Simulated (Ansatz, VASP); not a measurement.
**BP in VASP and in Ansatz**

```
B P
1.0
     0.00000    2.26900    2.26900
     2.26900    0.00000    2.26900
     2.26900    2.26900    0.00000
B P
1 1
Direct
  0.00000 0.00000 0.00000
  0.75000 0.75000 0.75000
```

Alike in both runs: task single point; functional PBE; k mesh 12 × 12 × 12; occupations gaussian, width 0.05 eV; no spin polarisation.

```csv
,VASP,Ansatz
version,VASP 6.6.1,Ansatz 0.2.0
potentials or method,"VASP PAW PBE potentials, release 64 (B, P)","scalar-relativistic, plane waves, PAW"
plane-wave cutoff (eV),520,420
valence electrons in the cell,8,8
```

```tsv
	VASP	Ansatz	Ansatz less VASP
gap on the k mesh at the Fermi level (eV)	1.24	1.24	+0.004
least direct gap on the mesh (eV)	3.40	3.40	+0.003
pressure (GPa)	0.9	1.1	+0.24
```

The functional is the same, so the differences come from potentials, cutoffs and numerics.

A k mesh can miss the band edges.
